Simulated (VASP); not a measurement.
# SnS2 in VASP: notebook

Aim: see how the results for SnS2 move with the level of theory and the settings. Levels: PBE+D3(BJ), rev-vdW-DF2. Tasks: relaxation of cell and atoms.

All numbers are computed with VASP 6.6.1; they aren't measurements. Logs are shortened: lines on timing, memory, paths and dates and some standing lists are left out, and cuts for length are marked.

## Step 1: Starting point

The cell holds a slab with vacuum, 6 atoms: a = 3.639 Å, b = 3.639 Å, c = 26.802 Å, α = 90.00°, β = 90.00°, γ = 120.00°.

## Step 2: Relaxation of cell and atoms, PBE+D3(BJ)

Input file INCAR:

```
ALGO     = Normal         # electronic algorithm
EDIFF    = 1E-6           # SCF threshold, eV
EDIFFG   = -0.01          # ionic threshold
ENCUT    = 600            # plane-wave cutoff, eV
GGA      = PE             # functional
IBRION   = 2              # ionic algorithm
ISIF     = 3              # what is computed and relaxed
ISMEAR   = 0              # smearing method
IVDW     = 12             # dispersion correction
KPAR     = 4            
LASPH    = True           # aspherical terms in the spheres
LATTICE_CONSTRAINTS= .TRUE. .TRUE. .FALSE.
LCHARG   = False          # write CHGCAR
LREAL    = False          # projectors in reciprocal space
LWAVE    = False          # write WAVECAR
NELM     = 80             # most SCF steps
NSW      = 90             # ionic steps
PREC     = Accurate       # precision mode
SIGMA    = 0.03           # smearing width, eV
```

Input file KPOINTS:

```
k-points
0
Gamma
  12 12 1
```

Input file POSCAR:

```
SnS2
1.0
    3.6390000000      0.0000000000      0.0000000000
   -1.8195000000      3.1514664400      0.0000000000
    0.0000000000      0.0000000000     26.8020000000
S Sn
4 2
Direct
    0.6666666700      0.3333333300      0.3357958400
    0.3333333300      0.6666666700      0.4452652800
    0.6666666700      0.3333333300      0.5547347200
    0.3333333300      0.6666666700      0.6642041600
    0.0000000000      0.0000000000      0.3905305600
    0.0000000000      0.0000000000      0.6094694400
```

Potentials or basis: VASP PAW PBE potentials, release 64 (S, Sn_d).

The run is started by

```console
cat potpaw_PBE.64/S/POTCAR potpaw_PBE.64/Sn_d/POTCAR > POTCAR
mpirun -np 4 vasp_std > vasp.out
```

OUTCAR:

```text
EDIFF = 1E-6
   EDIFFG = -0.01
   ENCUT = 600
   GGA = PE
   IBRION = 2
   ISIF = 3
   ISMEAR = 0
   IVDW = 12
   LASPH = True
   LREAL = False
   NELM = 80
   NSW = 90
   PREC = Accurate
 IVDW          = 12

 ion  position               nearest neighbor table
   1  0.667  0.333  0.336-   5 2.56   5 2.56   5 2.56
   2  0.333  0.667  0.445-   5 2.56   5 2.56   5 2.56
   3  0.667  0.333  0.555-   6 2.56   6 2.56   6 2.56
   4  0.333  0.667  0.664-   6 2.56   6 2.56   6 2.56
   5  0.000  0.000  0.391-   1 2.56   2 2.56   2 2.56   1 2.56   1 2.56   2 2.56
   6  0.000  0.000  0.609-   3 2.56   4 2.56   4 2.56   3 2.56   3 2.56   4 2.56

  LATTYP: Found a hexagonal cell.
 ALAT       =     3.6390000000
 C/A-ratio  =     7.3652102226

  Lattice vectors:

 A1 = (   3.6390000000,   0.0000000000,   0.0000000000)
 A2 = (  -1.8195000000,   3.1514664400,   0.0000000000)
 A3 = (   0.0000000000,   0.0000000000,  26.8020000000)

Analysis of symmetry for initial positions (statically):
=====================================================================
 Subroutine PRICEL returns:
 Original cell was already a primitive cell.

 Routine SETGRP: Setting up the symmetry group for a
 hexagonal supercell.

 Subroutine GETGRP returns: Found 12 space group operations
 (whereof 12 operations were pure point group operations)
 out of a pool of 24 trial point group operations.

The static configuration has the point symmetry D_3d.

Analysis of symmetry for dynamics (positions and initial velocities):
=====================================================================
 Subroutine PRICEL returns:
 Original cell was already a primitive cell.

 Routine SETGRP: Setting up the symmetry group for a
 hexagonal supercell.

 Subroutine GETGRP returns: Found 12 space group operations
 (whereof 12 operations were pure point group operations)
 out of a pool of 24 trial point group operations.

The dynamic configuration has the point symmetry D_3d.

 Subroutine INISYM returns: Found 12 space group operations
 (whereof 12 operations are pure point group operations),
 and found     1 'primitive' translations

----------------------------------------------------------------------------------------

                                     Primitive cell

  volume of cell :     307.3703

  direct lattice vectors                    reciprocal lattice vectors
     3.639000000  0.000000000  0.000000000     0.274800769  0.158656298  0.000000000
    -1.819500000  3.151466440  0.000000000     0.000000000  0.317312597  0.000000000
     0.000000000  0.000000000 26.802000000     0.000000000  0.000000000  0.037310648

  length of vectors
     3.639000000  3.638999996 26.802000000     0.317312597  0.317312597  0.037310648

  position of ions in fractional coordinates (direct lattice)
     0.666666670  0.333333330  0.335795840
     0.333333330  0.666666670  0.445265280
     0.666666670  0.333333330  0.554734720
     0.333333330  0.666666670  0.664204160
     0.000000000  0.000000000  0.390530560
     0.000000000  0.000000000  0.609469440

  ion indices of the primitive-cell ions
   primitive index   ion index
                 1           1
                 2           2
                 3           3
                 4           4
                 5           5
                 6           6

----------------------------------------------------------------------------------------

 KPOINTS: k-points

Automatic generation of k-mesh.
 Grid dimensions read from file:
 generate k-points for:   12   12    1

 Generating k-lattice:

  Cartesian coordinates                     Fractional coordinates (reciprocal lattice)
     0.022900064  0.013221358  0.000000000     0.083333333  0.000000000  0.000000000
     0.000000000  0.026442716  0.000000000     0.000000000  0.083333333  0.000000000
     0.000000000  0.000000000  0.037310648     0.000000000  0.000000000  1.000000000

  Length of vectors
     0.026442716  0.026442716  0.037310648

  Shift w.r.t. Gamma in fractional coordinates (k-lattice)
     0.000000000  0.000000000  0.000000000

[... 44 lines left out ...]

 Free energy of the ion-electron system (eV)
  ---------------------------------------------------
  ext. energy  EPLUGINS =         0.00000000
  ---------------------------------------------------
  free energy    TOTEN  =       -26.32345852 eV

  energy without entropy =      -26.32345852  energy(sigma->0) =      -26.32345852

------------------------ aborting loop because EDIFF is reached ----------------------------------------

 Edisp (eV)   -1.68834

 E8    (eV) :    -0.7144

  FORCE on cell =-STRESS in cart. coord.  units (eV):
  Direction    XX          YY          ZZ          XY          YZ          ZX
  --------------------------------------------------------------------------------------
  -------------------------------------------------------------------------------------
  Total       1.58933     1.58933     1.47510     0.00000     0.00000     0.00000
  in kB       8.28443     8.28443     7.68900     0.00000     0.00000     0.00000
  external pressure =        8.09 kB  Pullay stress =        0.00 kB

 VOLUME and BASIS-vectors are now :
 -----------------------------------------------------------------------------
  energy-cutoff  :      600.00
  volume of cell :      307.37
      direct lattice vectors                 reciprocal lattice vectors
     3.639000000  0.000000000  0.000000000     0.274800769  0.158656298  0.000000000
    -1.819500000  3.151466440  0.000000000     0.000000000  0.317312597  0.000000000
     0.000000000  0.000000000 26.802000000     0.000000000  0.000000000  0.037310648
[... 133 lines left out ...]
 POSITION                                       TOTAL-FORCE (eV/Angst)
 -----------------------------------------------------------------------------------
      1.83387      1.05878      8.98883         0.000000      0.000000     -0.026708
     -0.00000      2.11757     11.94540         0.000000     -0.000000      0.038243
      1.83387      1.05878     14.85660         0.000000      0.000000     -0.038243
     -0.00000      2.11757     17.81317        -0.000000     -0.000000      0.026708
     -1.83387      3.17635     10.46816        -0.000000     -0.000000      0.005322
      0.00000      0.00000     16.33384        -0.000000      0.000000     -0.005322
 -----------------------------------------------------------------------------------
    total drift:                                0.000000      0.000000      0.000000

  FREE ENERGIE OF THE ION-ELECTRON SYSTEM (eV)
  ---------------------------------------------------
  free  energy   TOTEN  =       -28.0304242291 eV

  energy  without entropy=      -28.0304242291  energy(sigma->0) =      -28.03042423

--------------------------------------- Ionic step        5  -------------------------------------------

 number of electron      51.9999992 magnetization

 Free energy of the ion-electron system (eV)
  ---------------------------------------------------
  ext. energy  EPLUGINS =         0.00000000
  ---------------------------------------------------
  free energy    TOTEN  =       -26.36850360 eV

  energy without entropy =      -26.36850360  energy(sigma->0) =      -26.36850360

 E-fermi :  -1.6138     XC(G=0):  -4.5880

 val. band max:       -1.8020585212   @ k =   0.1667  -0.0000   0.0000
 cond. band min:      -0.2879691474   @ k =   0.5000  -0.0000   0.0000
 fundamental gap:      1.5140893737
 Fermi energy:        -1.6138218987

 k-point     1 :       0.0000    0.0000    0.0000
  band No.  band energies     occupation
      1     -22.6059      2.00000
      2     -22.6059      2.00000
      3     -22.6059      2.00000
      4     -22.6059      2.00000
      5     -22.5650      2.00000
      6     -22.5649      2.00000
[... 661 lines left out ...]
 POSITION                                       TOTAL-FORCE (eV/Angst)
 -----------------------------------------------------------------------------------
      1.83207      1.05775      8.98549         0.000000     -0.000000      0.000272
     -0.00000      2.11550     11.94967        -0.000000      0.000000      0.007744
      1.83207      1.05775     14.85233        -0.000000      0.000000     -0.007744
     -0.00000      2.11550     17.81651         0.000000      0.000000     -0.000272
      0.00000     -0.00000     10.46857         0.000000      0.000000      0.005701
      0.00000      0.00000     16.33343         0.000000      0.000000     -0.005701
 -----------------------------------------------------------------------------------
    total drift:                                0.000000     -0.000000     -0.000000

  FREE ENERGIE OF THE ION-ELECTRON SYSTEM (eV)
  ---------------------------------------------------
  free  energy   TOTEN  =       -28.0307785515 eV

  energy  without entropy=      -28.0307785515  energy(sigma->0) =      -28.03077855

 reached required accuracy - stopping structural energy minimisation
```

Run time: 11 min. Hardware: 4 MPI ranks of AMD EPYC 7R43 (Zen 3), shared host; peak memory 0.59 GiB.

Results:

```
Free energy                            : -28.0308 eV
Relaxed volume                         : 51.94 Å³/atom
Relaxed cell                           : a = 3.664 Å, b = 3.664 Å, c = 26.802 Å, α = 90.00°, β = 90.00°, γ = 120.00°
Space group after relaxing (to 0.05 Å) : P-3m1 (No. 164)
Energy gained by relaxing              : 3.2 meV/atom
Ionic steps                            : 5
Largest force after relaxing           : 0.008 eV/Å
Band gap on the k mesh                 : 1.51 eV, indirect (least direct gap 1.74 eV)
Dispersion energy per atom             : -0.277 eV
```

Forces in eV/Å, atoms in the order of the input:
```
S    0.000  0.000  0.000
S    0.000  0.000  0.008
S    0.000  0.000 -0.008
S    0.000  0.000  0.000
Sn   0.000  0.000  0.006
Sn   0.000  0.000 -0.006
```

Step by step:
| step | energy change (eV) | largest force (eV/Å) | pressure (GPa) | volume (Å³) |
| --- | --- | --- | --- | --- |
| 1 | 0.0000 | 0.2768 | 0.81 | 307.37 |
| 2 | -0.0139 | 0.0624 | -0.38 | 315.28 |
| 3 | -0.0181 | 0.0591 | -0.01 | 312.65 |
| 4 | -0.0186 | 0.0382 | 0.00 | 312.24 |
| 5 | -0.0190 | 0.0077 | -0.02 | 311.63 |

Final structure:
```
CELL_PARAMETERS angstrom
3.66415 0.00000 0.00000
-1.83207 3.17325 0.00000
0.00000 0.00000 26.80200
ATOMIC_POSITIONS crystal
S 0.66667 0.33333 0.33525
S 0.33333 0.66667 0.44585
S 0.66667 0.33333 0.55415
S 0.33333 0.66667 0.66475
Sn 0.00000 0.00000 0.39059
Sn 0.00000 0.00000 0.60941
```

Caveat: spin-orbit coupling is left out, which moves the levels of the heavy elements.

## Step 3: Relaxation of cell and atoms, PBE+D3(BJ)

This run uses another cell than the first one, of 51.94 Å³/atom, 1.014 times its volume.

INCAR, as its differences from that of step 2:

```diff
@@ -1,4 +1,4 @@
 ALGO     = Normal         # electronic algorithm
-EDIFF    = 1E-6           # SCF threshold, eV
-EDIFFG   = -0.01          # ionic threshold
+EDIFF    = 1E-7           # SCF threshold, eV
+EDIFFG   = -0.005         # ionic threshold
 ENCUT    = 600            # plane-wave cutoff, eV
```

KPOINTS is that of step 2.

Input file POSCAR:

```
SnS2                                    
1.0
    3.6641486778     -0.0000000000      0.0000000000
   -1.8320743389      3.1732458338      0.0000000000
    0.0000000000      0.0000000000     26.8020000000
  S               Sn            
     4     2
Direct
     0.6666666699999979    0.3333333300000021    0.3352543841363883
     0.3333333300000021    0.6666666699999979    0.4458498035893630
     0.6666666699999979    0.3333333300000021    0.5541501964106370
     0.3333333300000021    0.6666666699999979    0.6647456158636117
     0.0000000000000000    0.0000000000000000    0.3905890188200308
     0.0000000000000000    0.0000000000000000    0.6094109811799692
```

Potentials or basis: VASP PAW PBE potentials, release 64 (S, Sn_d).

The run is started by

```console
cat potpaw_PBE.64/S/POTCAR potpaw_PBE.64/Sn_d/POTCAR > POTCAR
mpirun -np 4 vasp_std > vasp.out
```

Wall time 27 min (4 MPI ranks of AMD EPYC 7R43 (Zen 3), shared host); peak memory 0.57 GiB.

It converged, with:

```
Free energy                            : -28.0313 eV
Relaxed volume                         : 51.97 Å³/atom
Relaxed cell                           : a = 3.665 Å, b = 3.665 Å, c = 26.802 Å, α = 90.00°, β = 90.00°, γ = 120.00°
Space group after relaxing (to 0.05 Å) : P-3m1 (No. 164)
Energy gained by relaxing              : 0.0 meV/atom
Ionic steps                            : 18
Largest force after relaxing           : 0.005 eV/Å
Band gap on the k mesh                 : 1.51 eV, indirect (least direct gap 1.73 eV)
Dispersion energy per atom             : -0.278 eV
```

Forces in eV/Å, atoms in the order of the input:
```
S    0.000  0.000  0.000
S    0.000  0.000 -0.005
S    0.000  0.000  0.005
S    0.000  0.000  0.000
Sn   0.000  0.000  0.003
Sn   0.000  0.000 -0.003
```

The path:
```tsv
step	energy change (eV)	largest force (eV/Å)	pressure (GPa)	volume (Å³)
1	0.0000	0.0077	-0.01	311.63
2	0.0000	0.0064	-0.02	311.64
3	0.0000	0.0117	-0.03	311.65
4	0.0000	0.0116	-0.03	311.63
5	0.0000	0.0105	-0.02	311.57
6	0.0000	0.0085	-0.01	311.45
7	0.0000	0.0077	-0.01	311.41
8	-0.0001	0.0076	-0.01	311.41
9	-0.0001	0.0079	-0.01	311.42
10	-0.0001	0.0083	-0.01	311.43
11	-0.0002	0.0143	-0.01	311.45
12	-0.0002	0.0263	-0.02	311.49
13	-0.0002	0.0219	-0.02	311.52
14	-0.0002	0.0129	-0.01	311.57
15	-0.0003	0.0144	-0.01	311.59
16	-0.0003	0.0105	-0.01	311.65
17	-0.0003	0.0051	-0.01	311.77
18	-0.0003	0.0047	-0.01	311.80
```

Final structure:
```
S Sn
1.0
     3.66513    0.00000    0.00000
    -1.83256    3.17409    0.00000
     0.00000    0.00000   26.80200
S Sn
4 2
Cartesian
  1.8326 1.0580 9.0086
  0.0000 2.1161 11.9721
  1.8326 1.0580 14.8299
  0.0000 2.1161 17.7934
  3.6651 0.0000 10.4914
  3.6651 0.0000 16.3106
```

Levels at points of the mesh, in eV from the valence-band top:
| k point | band 22 | band 23 | band 24 | band 25 | band 26 | band 27 | band 28 | band 29 | band 30 | band 31 |
| --- | --- | --- | --- | --- | --- | --- | --- | --- | --- | --- |
| (0.00, 0.00, 0.00) | -0.38 | -0.18 | -0.18 | -0.11 | -0.11 | 2.21 | 2.86 | 3.80 | 3.83 | 5.35 |
| (0.50, 0.00, 0.00) | -1.87 | -0.72 | -0.52 | -0.42 | -0.22 | 1.51 | 1.67 | 4.67 | 4.79 | 5.95 |

Caveat: spin-orbit coupling is left out, which moves the levels of the heavy elements.

## Step 4: Relaxation of cell and atoms, rev-vdW-DF2

Input file INCAR:

```
SYSTEM = SnS2
AGGAC = 0.0 ; ALGO = Normal
EDIFF = 1E-6 ; EDIFFG = -0.01
ENCUT = 600 ; GGA = MK
IBRION = 2 ; ISIF = 3
ISMEAR = 0 ; KPAR = 2
LASPH = .True. ; LATTICE_CONSTRAINTS = .TRUE. .TRUE. .FALSE.
LCHARG = .False. ; LREAL = .False.
LUSE_VDW = .True. ; LWAVE = .False.
NELM = 80 ; NSW = 90
PARAM1 = 0.1234 ; PARAM2 = 0.711357
PREC = Accurate ; SIGMA = 0.03
ZAB_VDW = -1.8867
```

Input file KPOINTS:

```
k-points
0
Gamma
  12 12 1
  0 0 0
```

Input file POSCAR:

```
SnS2
1.0
    3.6390000000      0.0000000000      0.0000000000
   -1.8195000000      3.1514664400      0.0000000000
    0.0000000000      0.0000000000     26.8020000000
S Sn
4 2
Direct
    0.6666666700      0.3333333300      0.3357958400
    0.3333333300      0.6666666700      0.4452652800
    0.6666666700      0.3333333300      0.5547347200
    0.3333333300      0.6666666700      0.6642041600
    0.0000000000      0.0000000000      0.3905305600
    0.0000000000      0.0000000000      0.6094694400
```

The run is started by

```console
cat potpaw_PBE.64/S/POTCAR potpaw_PBE.64/Sn_d/POTCAR > POTCAR
mpirun -np 2 vasp_std > vasp.out
```

Wall time 55 min (2 MPI ranks of AMD EPYC 7R43 (Zen 3), shared host); peak memory 1.4 GiB.

It converged, with:

* Free energy: -15.4194 eV
* Relaxed volume: 52.43 Å³/atom
* Relaxed cell: a = 3.681 Å, b = 3.681 Å, c = 26.802 Å, α = 90.00°, β = 90.00°, γ = 120.00°
* Space group after relaxing (to 0.05 Å): P-3m1 (No. 164)
* Energy gained by relaxing: 6.6 meV/atom
* Ionic steps: 9
* Band gap on the k mesh: 1.42 eV, indirect (least direct gap 1.63 eV)

The path:
| step | energy change (eV) | largest force (eV/Å) | pressure (GPa) | volume (Å³) |
| --- | --- | --- | --- | --- |
| 1 | 0.0000 | 0.3507 | 1.20 | 307.37 |
| 2 | -0.0303 | 0.0902 | -0.50 | 319.48 |
| 3 | -0.0388 | 0.0502 | 0.02 | 315.49 |
| 4 | -0.0388 | 0.0443 | -0.01 | 315.66 |
| 5 | -0.0392 | 0.0244 | -0.01 | 315.33 |
| 6 | -0.0395 | 0.0108 | -0.02 | 314.79 |
| 7 | -0.0395 | 0.0125 | -0.02 | 314.77 |
| 8 | -0.0395 | 0.0102 | 0.03 | 314.42 |
| 9 | -0.0395 | 0.0017 | 0.00 | 314.59 |

Final structure:
```
S Sn
1.0
     3.68150    0.00000    0.00000
    -1.84075    3.18827    0.00000
     0.00000    0.00000   26.80200
S Sn
4 2
Direct
  0.66667 0.33333 0.33516
  0.33333 0.66667 0.44593
  0.66667 0.33333 0.55407
  0.33333 0.66667 0.66484
  0.00000 0.00000 0.39051
  0.00000 0.00000 0.60949
```

Levels at points of the mesh, in eV from the valence-band top:
```tsv
k point	band 24	band 25	band 26	band 27	band 28	band 29
(0.00, 0.00, 0.00)	-0.18	-0.11	-0.11	2.02	2.68	3.75
(0.50, 0.00, 0.00)	-0.50	-0.41	-0.21	1.42	1.58	4.61
```

Caveat: the PAW data sets were made with another functional, which shifts forces and pressure a little; spin-orbit coupling is left out, which moves the levels of the heavy elements. Zero-point motion and thermal expansion aren't in these numbers.

## Step 5: Relaxation of cell and atoms, rev-vdW-DF2

This run uses another cell than the first one, of 52.43 Å³/atom, 1.023 times its volume.

INCAR, as its differences from that of step 4:

```diff
@@ -2,3 +2,3 @@
 AGGAC = 0.0 ; ALGO = Normal
-EDIFF = 1E-6 ; EDIFFG = -0.01
+EDIFF = 1E-7 ; EDIFFG = -0.005
 ENCUT = 600 ; GGA = MK
```

KPOINTS is that of step 4.

Input file POSCAR:

```
SnS2                                    
1.0
    3.6814994323     -0.0000000000      0.0000000000
   -1.8407497161      3.1882720278      0.0000000000
    0.0000000000      0.0000000000     26.8020000000
  S               Sn            
     4     2
Direct
     0.6666666699999979    0.3333333300000021    0.3351590545111376
     0.3333333300000021    0.6666666699999979    0.4459252413778037
     0.6666666699999979    0.3333333300000021    0.5540747586221964
     0.3333333300000021    0.6666666699999979    0.6648409454888624
     0.0000000000000000    0.0000000000000000    0.3905111762075588
     0.0000000000000000    0.0000000000000000    0.6094888237924412
```

The run is started by

```console
cat potpaw_PBE.64/S/POTCAR potpaw_PBE.64/Sn_d/POTCAR > POTCAR
mpirun -np 2 vasp_std > vasp.out
```

Wall time 11 min (2 MPI ranks of AMD EPYC 7R43 (Zen 3), shared host); peak memory 1.4 GiB.

It converged, with:

```yaml
Free_energy: -15.4198 eV
Band_gap_on_the_k_mesh: 1.42 eV, indirect (least direct gap 1.63 eV)
```

Final structure:
```yaml
crystal:
  lattice:
    - [3.68150, 0.00000, 0.00000]
    - [-1.84075, 3.18827, 0.00000]
    - [0.00000, 0.00000, 26.80200]
  atoms:
    - { symbol: S, position: [0.66667, 0.33333, 0.33516] }
    - { symbol: S, position: [0.33333, 0.66667, 0.44593] }
    - { symbol: S, position: [0.66667, 0.33333, 0.55407] }
    - { symbol: S, position: [0.33333, 0.66667, 0.66484] }
    - { symbol: Sn, position: [0.00000, 0.00000, 0.39051] }
    - { symbol: Sn, position: [0.00000, 0.00000, 0.60949] }
```

Levels at points of the mesh, in eV from the valence-band top:
```csv
k point,band 23,band 24,band 25,band 26,band 27,band 28,band 29,band 30
"(0.00, 0.00, 0.00)",-0.18,-0.18,-0.11,-0.11,2.02,2.68,3.75,3.77
"(0.50, 0.00, 0.00)",-0.70,-0.50,-0.41,-0.21,1.42,1.58,4.61,4.73
```

Caveat: the relaxation stopped at its first step, so nothing moved; the PAW data sets were made with another functional, which shifts forces and pressure a little; spin-orbit coupling is left out, which moves the levels of the heavy elements.
